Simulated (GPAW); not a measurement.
# BaTiO3 (Barioperovskite) in GPAW: the effect of functional

Crystal: BaTiO3 (Barioperovskite).

```xyz
5
Lattice="3.9855 0.0000 0.0000 0.0000 2.8369 2.8451 0.0000 -2.8369 2.8451" Properties=species:S:1:pos:R:3 pbc="T T T"
Ba    0.0000    0.0000    0.0000
Ti    1.9928    0.0000    2.9157
O     1.9928    1.3804    4.2594
O     1.9928   -1.3804    4.2594
O     0.0000    0.0000    2.7735
```

Alike in all runs:

- Program: GPAW 26.7.0
- Cutoff: 800 eV
- Basis: pw
- k mesh: 5 × 5 × 5
- Occupations: fermi-dirac, width 0.05 eV
- Spin: no spin polarisation

```csv
functional,potentials or basis,gap on the mesh (eV)
r2SCAN,GPAW PAW data sets (gpaw-data 1.2.1),2.39
LDA,the program's PAW data sets (release 1.2.1) made for this functional,1.93
PBE,GPAW PAW data sets (gpaw-data 1.2.1),2.02
SCAN,GPAW PAW data sets (gpaw-data 1.2.1),2.41
vdW-DF2,GPAW PAW data sets (gpaw-data 1.2.1),2.04
TB-mBJ,GPAW PAW data sets for LDA (gpaw-data 1.2.1),?
revPBE,the program's PAW data sets (release 1.2.1) made for this functional,2.04
BLYP,PAW data sets generated in the run's folder for this functional,2.05
RPBE,the program's PAW data sets (release 1.2.1) made for this functional,2.05
PW91,PAW data sets generated in the run's folder for this functional,2.01
```

Task: What does the run with functional TB-mBJ give?

Result: gap on the mesh 2.73 eV.

Caveats: spin-orbit coupling is left out, which moves the levels of the heavy elements; an odd mesh through Γ misses points on the zone boundary, where band edges often lie (some runs); the mesh misses the band edges, which the band path finds closer together (some runs); a model potential gives levels but no total energy (some runs).
